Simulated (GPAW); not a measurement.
# InAs (F-43m) in GPAW: notebook, part 2 of 2

GPAW 26.7.0.

## 4. Single point, PBEsol

Input file run.py:

```python
from ase.dft.bandgap import bandgap
from ase.io import read, write
from ase.units import GPa
from gpaw import GPAW, PW, setup_paths

setup_paths.insert(0, '.')

atoms = read('InAs.xyz')

calc = GPAW(mode=PW(450),
            xc='PBEsol',
            kpts={'size': (6, 6, 6), 'gamma': True},
            occupations={'name': 'fermi-dirac', 'width': 0.05},
            nbands=18,
            convergence={'density': 1e-05, 'energy': 1e-05},
            maxiter=80,
            txt='gpaw.txt')
atoms.calc = calc
energy = atoms.get_potential_energy()
forces = atoms.get_forces()
stress = atoms.get_stress()
calc.write('gs.gpw')
write('result.traj', atoms)
print(f'Energy: {energy:.6f} eV')
print('Forces (eV/A):')
print(forces.round(4))
print('Stress (GPa):', (stress / GPa).round(3))
print('Fermi level:', round(calc.get_fermi_level(), 4), 'eV')
print(f'Gap: {bandgap(calc)[0]:.4f} eV, direct: {bandgap(calc, direct=True)[0]:.4f} eV')
```

Input file InAs.xyz:

```xyz
2
Lattice="0.0000000000 3.0180000000 3.0180000000 3.0180000000 0.0000000000 3.0180000000 3.0180000000 3.0180000000 0.0000000000" Properties=species:S:1:pos:R:3 pbc="T T T"
In     0.0000000000      0.0000000000      0.0000000000
As     4.5270000000      4.5270000000      4.5270000000
```

Potentials or basis: PAW data sets generated in the run's folder for this functional, pw.

On the command line:

```sh
$ gpaw-setup -f PBEsol As In
$ OMP_NUM_THREADS=1 python run.py
```

gpaw.txt:

```text
__  _  _
 | _ |_)|_||  |
 |__||  | ||/\| - 26.7.0

Input parameters:
  mode=PW(ecut=450.00000000000006),
  convergence={'density': 1e-05, 'energy': 1e-05},
  kpts=MonkhorstPack(size=(6, 6, 6), gamma=True),
  maxiter=80,
  nbands=18,
  occupations=Occupations(name='fermi-dirac', width=0.05),
  xc=XC(name='PBEsol')

Diagonalizing LCAO Hamiltonian
Converting LCAO to pw mode

                     As

       In

Atoms  # Å, Bohr magnetons
|   | symbol |        x |        y |        z |    initial magnetic moments |
|---|--------|----------|----------|----------|-----------------------------|
| 0 |     In | 0.000000 | 0.000000 | 0.000000 | ( 0.0000,  0.0000,  0.0000) |
| 1 |     As | 4.527000 | 4.527000 | 4.527000 | ( 0.0000,  0.0000,  0.0000) |

Unit cell  # Å
| periodic |        x |        y |        z |  lengths |    angles |
|----------|----------|----------|----------|----------|-----------|
|      yes | 0.000000 | 3.018000 | 3.018000 | 4.268097 | 60.000000 |
|      yes | 3.018000 | 0.000000 | 3.018000 | 4.268097 | 60.000000 |
|      yes | 3.018000 | 3.018000 | 0.000000 | 4.268097 | 60.000000 |

Number of symmetries: 24
Symmetry operations  # r_c * U_cc + t_c -> r_c
|    | kind |            matrix            |
|----|------|------------------------------|
|  0 |  E   |  1, 0, 0,  0, 1, 0,  0, 0, 1 |
|  1 |  σ   |  1, 0, 0,  0, 0, 1,  0, 1, 0 |
|  2 |  σ   |  1, 0,-1,  0, 1,-1,  0, 0,-1 |
|  3 |  C3  |  1, 0,-1,  0, 0,-1,  0, 1,-1 |
|  4 |  C3  |  1,-1, 0,  0,-1, 1,  0,-1, 0 |
|  5 |  σ   |  1,-1, 0,  0,-1, 0,  0,-1, 1 |
|  6 |  σ   |  0, 1, 0,  1, 0, 0,  0, 0, 1 |
|  7 |  C3  |  0, 1, 0,  0, 0, 1,  1, 0, 0 |
|  8 |  C2  |  0, 1,-1,  1, 0,-1,  0, 0,-1 |
|  9 |  S4  |  0, 1,-1,  0, 0,-1,  1, 0,-1 |
| 10 |  C3  |  0, 0, 1,  1, 0, 0,  0, 1, 0 |
| 11 |  σ   |  0, 0, 1,  0, 1, 0,  1, 0, 0 |
| 12 |  S4  |  0, 0,-1,  1, 0,-1,  0, 1,-1 |
| 13 |  C3  |  0, 0,-1,  0, 1,-1,  1, 0,-1 |
| 14 |  S4  |  0,-1, 1,  1,-1, 0,  0,-1, 0 |
| 15 |  C2  |  0,-1, 1,  0,-1, 0,  1,-1, 0 |
| 16 |  C3  |  0,-1, 0,  1,-1, 0,  0,-1, 1 |
| 17 |  S4  |  0,-1, 0,  0,-1, 1,  1,-1, 0 |
| 18 |  S4  | -1, 1, 0, -1, 0, 1, -1, 0, 0 |
| 19 |  C3  | -1, 1, 0, -1, 0, 0, -1, 0, 1 |
| 20 |  C3  | -1, 0, 1, -1, 1, 0, -1, 0, 0 |
| 21 |  S4  | -1, 0, 1, -1, 0, 0, -1, 1, 0 |
| 22 |  σ   | -1, 0, 0, -1, 1, 0, -1, 0, 1 |
| 23 |  C2  | -1, 0, 0, -1, 0, 1, -1, 1, 0 |

BZ-sampling:
  Number of BZ points: 216
  Number of IBZ points: 16

  Monkhorst-Pack size: [6, 6, 6]
  Monkhorst-Pack shift: [0.08333333333333333, 0.08333333333333333, 0.08333333333333333]

K-points  # in reciprocal-cell coordinates
[... 65 lines left out ...]
    compensation charges:
      type: gauss
      rc: 0.33  # [Å]
      lmax: 2
    cutoffs:
      filter: 1.87  # [Å]
      core: 2.96  # [Å]
    projectors
    | kind |    occ | energy [eV] | rcut [Å] |
    |------|--------|-------------|----------|
    |   4s |  2.000 |     -14.495 |    1.058 |
    |   4p |  3.000 |      -5.197 |    1.058 |
    |    s |        |      12.716 |    1.058 |
    |    p |        |      22.014 |    1.058 |
    |    d |        |       0.000 |    1.058 |

    Using partial waves for As as LCAO basis

Reference energy: -221362.052302  # eV

eigensolver:
  PPCG
  Converge bands: occupied
  niter=2

density mixing:
  MSR1-Mixer
  Pratt-step length: 0.05
  Maximum mixing coefficient: 0.75
  Old densities: 10
  SVD Regularization: 0.005
  Good broyden scale: 1.0
  Trust region scale: 1.0
  Backstep threshold: 4.0
  History deletion threshold: 6.0
  Fourier metric: weight=20.0, sigma=0.015

occupation numbers:
  Fermi-Dirac:
    width: 0.0500  # eV

poisson solver:
  ecut: 3600.0000000000005  # eV

xc functional:
  name: PBEsol with 2 nearest neighbor stencil

convergence criteria:
- Maximum integral of absolute [dens]ity change: 1e-05 electrons / valence electron
- Maximum [total energy] change in last 3 cyles: 1e-05 eV / valence electron
- Maximum integral of absolute [eigenst]ate change: 4e-08 eV^2 / valence electron
maximum number of iterations: 80

SCF iterations
|iter     | |      energy | eigst |  dens |
|---------|-|-------------|-------|-------|
|iter:   1| |   -8.876716 | -0.52 |       |
|iter:   2| |   -8.831485 | -2.50 | -1.19 |
|iter:   3| |   -8.646869 | -2.03 | -1.23 |
|iter:   4| |   -8.645486 | -3.48 | -1.83 |
|iter:   5| |   -8.645307 | -4.27 | -2.37 |
|iter:   6| |   -8.645329c| -5.67 | -3.19 |
|iter:   7| |   -8.645331c| -6.56 | -3.65 |
|iter:   8| |   -8.645331c| -8.38c| -4.66 |
|iter:   9| |   -8.645331c| -8.63c| -5.41c|

Converged in 9 steps
Energy contributions relative to reference atoms: (reference = -221362.052302)

Energy contributions:
  Kinetic:          24.874647
  Coulomb:         -22.968896
  Zero:              0.202888
  External:          0.000000
  Xc:              -10.753502
  Entropy:          -0.000937
  Spinorbit:         0.000000
  ----------------------------
  Free energy:      -8.645800
  Extrapolated:     -8.645331

dipole moment: (-17.140693, -17.140693, -17.140693)  # |e|*Ang

Fermi level: 4.812
Eigenvalues  # (at kpt = [0.000, 0.000, 0.000])
| band index |      eig [eV] | occ [0-2] |
|------------|---------------|-----------|
|          0 |        -9.492 |     2.000 |
|        ... |               |           |
|          2 |        -9.492 |     2.000 |
|          3 |        -9.361 |     2.000 |
|          4 |        -9.361 |     2.000 |
|          5 |        -7.149 |     2.000 |
|          6 |         4.520 |     1.994 |
|          7 |         4.776 |     1.344 |
[... 8 lines left out ...]
|         16 |        15.145 |     0.000 |
|         17 |        15.145 |     0.000 |

No gap
No difference between direct/indirect transitions

Forces  # eV/Ang
|       x |        y |        z |
|---------|----------|----------|
| 0.00000 |  0.00000 |  0.00000 |  # In   0
| 0.00000 | -0.00000 | -0.00000 |  # As   1

Stress tensor  # eV/Ang^3
|         x |         y |         z |
|-----------|-----------|-----------|
| -0.002305 | -0.000000 |  0.000000 |
| -0.000000 | -0.002305 |  0.000000 |
|  0.000000 |  0.000000 | -0.002305 |

# Writing to gs.gpw (mode='')
```

stdout:

```text
Energy: -8.645331 eV
Forces (eV/A):
[[ 0.  0.  0.]
 [ 0. -0. -0.]]
Stress (GPa): [-0.369 -0.369 -0.369  0.     0.    -0.   ]
Fermi level: 4.8117 eV
Gap: 0.0000 eV, direct: 0.0000 eV
```

It took 7.9 s on 1 thread of Intel Xeon Platinum 8488C (Sapphire Rapids), shared host; peak memory 0.14 GiB.

Results:

```
Free energy            : -8.6458 eV
Pressure               : 0.4 GPa
Band gap on the k mesh : none (metal or under the smearing width)
```

Levels at points of the mesh, in eV from the Fermi level:
```csv
k point,band 6,band 7,band 8,band 9,band 10,band 11,band 12,band 13
"(0.00, 0.00, 0.00)",-11.96,-0.29,-0.04,-0.04,-0.04,3.80,3.80,3.80
"(0.50, 0.50, 0.00)",-9.90,-5.94,-2.41,-2.41,1.39,1.95,9.08,9.21
"(0.50, 0.50, 0.50)",-10.45,-5.88,-1.05,-1.05,0.85,4.58,4.58,6.69
```

Caveat: the cutoff is short for stress and forces, so pressures can be off by a GPa or more; this crystal is a semiconductor, whose small gap the functional closes, so the metal is an error of the method.

## 5. Summary

```csv
task,level,potentials or basis,cell,k mesh,cutoff (eV),maxiter,optimizer,fmax,max steps,target pressure,gap on the mesh (eV),pressure (GPa)
relaxation of cell and atoms,RPBE,"the program's PAW data sets (release 1.2.1) made for this functional, pw",relaxed to 1 GPa,8 × 8 × 8,600,150,FIRE,0.05 eV/Å,100,1 GPa,none,0.9
relaxation of cell and atoms,revPBE,"the program's PAW data sets (release 1.2.1) made for this functional, pw",relaxed,8 × 8 × 8,600,150,BFGS,0.02 eV/Å,60,-,none,0.0
single point,PBEsol,"PAW data sets generated in the run's folder for this functional, pw",as given,6 × 6 × 6,450,80,-,-,-,-,none,0.4
```

Alike in all rows: no spin polarisation; smearing fermi-dirac 0.05 eV.

Caveats: this crystal is a semiconductor, whose small gap the functional closes, so the metal is an error of the method; later steps reuse the first step's grids (some runs); the cutoff is short for stress and forces, so pressures can be off by a GPa or more (some runs).

Total energies depend on the potentials used, so only differences within one code and one set of settings carry meaning.

## 6. Comparison with measurements

Step 4. Measured gap of InAs: 0.418 eV (direct; 4.2 K; a printed reference work, data compilation). This calculation gives 0.00 eV (-0.42 eV). Spin-orbit coupling on As, In is left out. The value is that of PBEsol on a finite k mesh, which can miss the band edges, without temperature or zero-point motion. Semilocal functionals fall short of measured gaps as a rule.
